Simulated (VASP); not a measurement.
# Ni: intraband terms of a metal's spectrum

Ni, Fm-3m (no. 225), 1 atom in the cell. PBE, independent-particle dielectric function; PAW potentials Ni (PBE set).

## Input

INCAR.step1:
```
SYSTEM = Ni
PREC = Accurate ; ENCUT = 320
ISMEAR = 1 ; SIGMA = 0.1
EDIFF = 1E-7 ; LASPH = .TRUE.
KPAR = 4 ; LWAVE = .FALSE.
LCHARG = .TRUE. ; ISPIN = 2
MAGMOM = 1 ; LMAXMIX = 4
```

INCAR.step2:
```
SYSTEM = Ni
PREC = Accurate ; ENCUT = 320
ISMEAR = 0 ; SIGMA = 0.3
EDIFF = 1E-6 ; LASPH = .TRUE.
KPAR = 4 ; LWAVE = .TRUE.
LCHARG = .FALSE. ; ISPIN = 2
MAGMOM = 1 ; LMAXMIX = 4
ICHARG = 11 ; NBANDS = 19
NEDOS = 3000 ; OMEGAMAX = 30
CSHIFT = 0.1
```

INCAR.step3, as INCAR.step2 but for:
```
- LWAVE = .TRUE.
+ LWAVE = .FALSE.
+ LOPTICS = .TRUE.
+ ALGO = None
+ NELM = 1
+ ISTART = 1
```

INCAR.step4, as INCAR.step3 but for:
```
+ WPLASMAI = 0.03
```

INCAR.step5 to INCAR.step6 change the same tag again: WPLASMAI = 0.1, 0.3.

INCAR.step7, as INCAR.step6 but for:
```
- WPLASMAI = 0.3
+ RTIME = 1
```

INCAR.step8, as INCAR.step7 but for:
```
- RTIME = 1
+ RTIME = 20
```

INCAR.step9, as INCAR.step8 but for:
```
- RTIME = 20
+ LNABLA = .TRUE.
```

INCAR.step10, as INCAR.step9 but for:
```
- ISMEAR = 0
- LNABLA = .TRUE.
+ ISMEAR = -5
```

KPOINTS.step1:
```
k-points
0
Gamma
  13 13 13
```

KPOINTS.step2:
```
k-points
0
Gamma
  20 20 20
```

POSCAR:
```
Ni
1.0
    0.0000000000      1.7375729330      1.7375729330
    1.7375729330      0.0000000000      1.7375729330
    1.7375729330      1.7375729330      0.0000000000
Ni
1
Direct
    0.0000000000      0.0000000000      0.0000000000
```

Commands (each step's output is kept before the next begins):
```
cat potpaw_PBE.64/Ni/POTCAR > POTCAR
cp INCAR.step1 INCAR
cp KPOINTS.step1 KPOINTS
mpirun -np 4 vasp_std > vasp.out
cp INCAR.step2 INCAR
cp KPOINTS.step2 KPOINTS
mpirun -np 4 vasp_std > vasp.out
cp INCAR.step3 INCAR
mpirun -np 4 vasp_std > vasp.out
cp INCAR.step4 INCAR
mpirun -np 4 vasp_std > vasp.out
cp INCAR.step5 INCAR
mpirun -np 4 vasp_std > vasp.out
cp INCAR.step6 INCAR
mpirun -np 4 vasp_std > vasp.out
cp INCAR.step7 INCAR
mpirun -np 4 vasp_std > vasp.out
cp INCAR.step8 INCAR
mpirun -np 4 vasp_std > vasp.out
cp INCAR.step9 INCAR
mpirun -np 4 vasp_std > vasp.out
cp INCAR.step10 INCAR
mpirun -np 4 vasp_std > vasp.out
```

## Result

- Bands: 19

One ground state, settings moved in the last step alone:

| Settings | Plasma frequency (eV) | Im ε at 0.5 eV | Im ε at 1 eV | Im ε at 2 eV | Im ε at 4 eV | Time (s) |
|---|---|---|---|---|---|---|
| interband part alone | 6.91 | 53.4 | 38.8 | 20.0 | 5.4 | 12 |
| Drude term, WPLASMAI 0.03 | 6.91 | 64.8 | 40.2 | 20.2 | 5.4 | 15 |
| Drude term, WPLASMAI 0.1 | 6.91 | 90.2 | 43.5 | 20.6 | 5.5 | 15 |
| Drude term, WPLASMAI 0.3 | 6.91 | 137.7 | 51.9 | 21.8 | 5.6 | 15 |
| relaxation time RTIME 1 fs | 6.91 | 145.5 | 60.7 | 23.6 | 5.9 | 15 |
| relaxation time RTIME 20 fs | 6.91 | 65.9 | 40.3 | 20.2 | 5.4 | 15 |
| transversal form (LNABLA) | 5.19 | 9.1 | 11.8 | 7.3 | 3.8 | 15 |
| tetrahedron method | – | – | – | – | – | no result |

VASP 6.6.1 took 117 s on 4 cores (Intel Xeon Platinum 8259CL @ 2.50GHz (Skylake/Cascade Lake)), a shared host.
